**Q:** I need a plane-wave cutoff for an all-electron LAPW calculation on silicon, and this series offers me three. To hold the energy within 1 meV/atom I need a sweep value of 290. For the pressure within 0.1 GPa, 180 will do, and for the largest force within 5 meV/Å even 110. Why does one cell ask for three different basis sets?

Scalar-relativistic all-electron LAPW calculations with Ansatz 0.2.0 and the LDA functional, for a two-atom silicon cell with atoms displaced at random by about 0.15 Å (5×5×5 k mesh, Fermi-Dirac smearing of 0.05 eV, no spin polarisation). The sweep value is the plane-wave cutoff in eV. Energies are free energies counted from the highest cutoff, and gaps are taken on the k mesh.

| sweep density cutoff (eV) | sweep value | energy less tightest (meV/atom) | pressure (GPa) | gap (eV) | largest force (eV/Å) |
| --- | --- | --- | --- | --- | --- |
| 320 | 80 | 188.80 | 2.617 | 0.000 | 3.189 |
| 440 | 110 | 50.54 | 1.372 | 0.000 | 3.170 |
| 560 | 140 | 18.37 | 0.887 | 0.000 | 3.169 |
| 720 | 180 | 5.26 | 0.655 | 0.000 | 3.169 |
| 920 | 230 | 1.17 | 0.580 | 0.000 | 3.168 |
| 1160 | 290 | 0.21 | 0.563 | 0.000 | 3.169 |
| 1440 | 360 | 0.02 | 0.560 | 0.000 | 3.169 |
| 1800 | 450 | 0.00 | 0.559 | 0.000 | 3.169 |
| 2240 | 560 | 0.00 | 0.559 | 0.000 | 3.169 |

**A:** Let us first agree on what is being changed. The sweep value is the cutoff $E_c$, the highest kinetic energy, in eV, of the plane waves that describe the electrons. The density cutoff is four times as large in each row. A density contains products of two waves, so it reaches twice the wave vector, and kinetic energy grows as the square of the wave vector. The two cutoffs rise together, so every trend here belongs to the pair.

The column "energy less tightest" is the energy error $\Delta$ per atom, counted from the last row. It begins at 189 meV/atom and has dropped to about 1 meV/atom at $E_c=230$ eV. How would you explain so rapid a fall?

**Q:** More waves give a better description, so the energy improves. But I don't see why such low cutoffs work at all. Silicon has a 1s shell very close to the nucleus, and the shortest wave at 80 eV is 1.4 Å long.

**A:** That shell has a radius of only a few hundredths of an ångström, and no wave in this series could draw it. It doesn't have to. LAPW places a sphere around each nucleus and uses solutions of the atomic radial equation inside it. They carry the core shells and the rapid wiggles of the valence states near the nucleus. The plane waves describe the space between the spheres and join smoothly to the radial functions at the surface.

What is left for the waves is therefore a gentle function. A function with a sharp kink needs short waves in amounts that fade slowly, as a fixed power of the cutoff. A smooth function needs them in amounts that fade faster than a fixed power. That is theory, and it leaves a mark that you can look for in the energy column.

**Q:** I would look at how steeply the error falls. If it followed a fixed power, $\Delta\propto E_c^{-p}$, then $p$ would come out the same between any two neighbouring rows.

**A:** It doesn't. Taken between neighbouring rows, $p$ is about 4 on the first two steps and then climbs, to more than 7 on the step that ends at 290 eV. Each further increase of the cutoff thus removes a larger share of the remaining error than a power law would allow. This is how a smooth function should behave, though the numbers alone don't prove that smoothness is the reason.

The same picture tells you what to expect of a neighbouring case. Smaller spheres leave more of the curved part of the wave function to the plane waves, and the cutoff must then rise. Short contacts between atoms force the spheres to be small. The thresholds found here therefore belong to this cell and its spheres, while the shape of the fall should be more general.

**Q:** That explains the energy. The pressure seems far worse off. In the first row it is 2.62 GPa and at the end 0.56 GPa, so it starts out wrong by a factor of almost five. Yet it is the pressure that gets by with the smaller cutoff.

**A:** The factor misleads you, because the final pressure happens to be small. The volume of this cell is close to the one at which the pressure would vanish. A fairer yardstick is the stiffness of silicon, whose bulk modulus is roughly 100 GPa, a recalled value. Against that, an error of 2 GPa corresponds to about 2 % in volume, which matters for a lattice constant but is no disaster.

Now connect the pressure with the energy. What is a pressure, in terms of the energy of the cell?

**Q:** It is minus the slope of the energy with volume. So the error of the pressure should be minus the slope of the energy error with volume.

**A:** Yes, provided that the printed pressure is the true derivative of the printed energy at a fixed cutoff, which I shall assume. Let $V$ be the volume per atom and $\Delta P$ the pressure less its value in the last row. Then

$$\Delta P=-\frac{d\Delta}{dV},\qquad m=\frac{V\,\Delta P}{\Delta}=-\frac{d\ln\Delta}{d\ln V}.$$

The number $m$ tells you by how many per cent the energy error shrinks when the cell expands by one per cent. It needs only the energy and pressure columns and the volume. From 140 to 290 eV it stays between 2.2 and 2.3, while the energy error itself falls by a factor of almost ninety.

**Q:** So in that range the pressure error is simply proportional to the energy error. Then the pressure can't converge faster than the energy, and I still don't see why it needs a smaller cutoff.

**A:** Because your two bounds are not equally strict. Translate the pressure bound into an energy error with $m=2.2$. One meV/Å³ equals 0.1602 GPa, and the volume is 20.16 Å³ per atom, so

$$\Delta=\frac{V\,\Delta P}{m}=\frac{20.16\times(0.1/0.1602)}{2.2}\approx 5.7\ \text{meV/atom}.$$

A tolerance of 0.1 GPa is thus the same demand as a tolerance of nearly 6 meV/atom. You asked the energy to be within 1 meV/atom, which is almost six times as strict.

**Q:** And the row at 180 eV has an energy error of 5.26 meV/atom, just inside that limit. Its pressure is off by just under 0.1 GPa, so it passes by a narrow margin.

**A:** The two agree, but don't take it for a prediction, since that row is one of those from which I read $m$. What you learn is that energy and pressure settle together, and that the gap between 180 and 290 comes mainly from the bounds you chose. The coarse steps of the series widen it, since at 230 eV the energy misses its bound only narrowly, with 1.17 meV/atom. Had you allowed the energy 10 meV/atom, it too would have been satisfied at 180.

The proportionality has its limits at the coarse end. At 80 eV, $m$ is only 1.4, so the constant 2.2 would predict a pressure error of 3.3 GPa where the table has 2.1 GPa. With a basis that poor, the energy error no longer responds to volume in the same proportion. Use the rule once the energy error is down to some tens of meV/atom.

**Q:** Why should the energy error depend on the volume at all? The nuclei and their core shells are the same in a large cell and in a small one.

**A:** The sign gives a hint. The pressure comes down from above, so the energy error is larger in a tighter cell. The steadiness of $m$ gives another, as long as the printed pressure is indeed the slope at a fixed cutoff. Suppose that squeezing made the waves bend more sharply, or that the spheres shrank with the cell. The whole error curve would then shift to higher cutoffs, and because it gets steeper along the way, $m$ would grow with the cutoff. From 140 to 290 eV it doesn't. Squeezing thus seems to raise the amount of error and to leave its fall with the cutoff much as it was. A higher density of valence electrons may play a part, but simple proportion to it is not enough: when the volume shrinks by one per cent, the mean density rises by about one per cent and the error by more than two. The table doesn't show what makes up the rest.

**Q:** Then I expect the same of the force. It is also a slope of the energy, only with respect to the position of an atom. But at 80 eV, where the energy is wrong by 189 meV/atom, the force is wrong by just 20 meV/Å.

**A:** And that is 20 meV/Å out of more than 3 eV/Å, less than one per cent. The large force itself is no fault of the basis. The atoms in this cell have been pushed away from their ideal places and not allowed to relax, so they are pulled back strongly. For the error, your reasoning is right, if the printed force too is the true slope of the energy: the force error then measures how much the energy error changes when an atom moves.

Compare two small changes of the cell at 80 eV. Expand it by one per cent in volume, and the shortest contact grows by about 0.007 Å, while the energy error drops by about 5 meV per cell. Now leave the cell alone and shift one atom by the same 0.007 Å along its force. The energy error changes by only about 0.15 meV per cell, some 35 times less. The column holds only the size of the force, so it tests this one direction; an error sideways to the force would hardly show in it.

**Q:** So, at least along that direction, the error hardly notices where the atom sits, but it does notice how much room there is. What is the difference between the two changes?

**A:** Two general facts help here. The first is that the basis has no favourite place in the cell. Plane waves cover all of space evenly, and the sphere with its radial functions travels with the atom. Whatever error belongs to the atom itself therefore travels with it and exerts no force.

The second concerns the neighbours. When an atom moves, it comes closer to some neighbours and draws away from others, so the error rises on one side and falls on the other. Most of the change cancels. When the whole cell expands, all the contacts lengthen together, and the changes add up. This is an argument from geometry; the table shows the outcome, not the separate contributions.

**Q:** Then the force is the one quantity that really is easier to converge, and not just held to a looser bound?

**A:** In this cell, and for the size of the force, yes, mainly because its error is small from the start. It doesn't always fall faster. From 80 to 110 eV the energy error falls by a factor of about 4 and the force error by about 14, to 1.4 meV/Å. Your bound is met at 110 eV thanks to that quick first step: had the force error fallen only as fast as the energy error, it would still be just above 5 meV/Å. From 110 to 290 eV the order is reversed: the energy error falls by a factor of about 240, the force error only by about 11, and it changes sign on the way. By then this hardly matters, because the force moves by no more than the last digits of its column. The 3.168 eV/Å at 230 eV is the low point after the change of sign. The dip is real but tiny: the unrounded force lies only 0.23 meV/Å below its last value, where the rounded column suggests a full 1 meV/Å.

The energy, by contrast, approaches its final value from one side. As far as the wave cutoff is concerned, it obeys a variational principle: a more flexible basis can lower it towards the exact result of the chosen theory, but can't take it below. A force has no such bound and may end up slightly too large or slightly too small.

**Q:** So which cutoff do I take?

**A:** Decide first what you will compare. If the atoms move inside a fixed cell, most of the basis error should cancel, and 110 eV already meets your bound for the size of the force. If the volume changes, the error changes with it, and you need 180 eV or more, with little to spare at 180. If energies must hold to 1 meV/atom without help from cancellation, take 290 eV, which meets all three of your bounds.

Then test the k mesh separately. The band gap on the mesh is zero in every row, so a larger basis does not open it. That is a result for this distorted cell in LDA, which tends to make gaps too small; ordinary silicon is a semiconductor. A gapless cell is often sensitive to the mesh. A cutoff chosen from this table keeps the plane-wave error within your bounds and leaves any mesh error where it was.
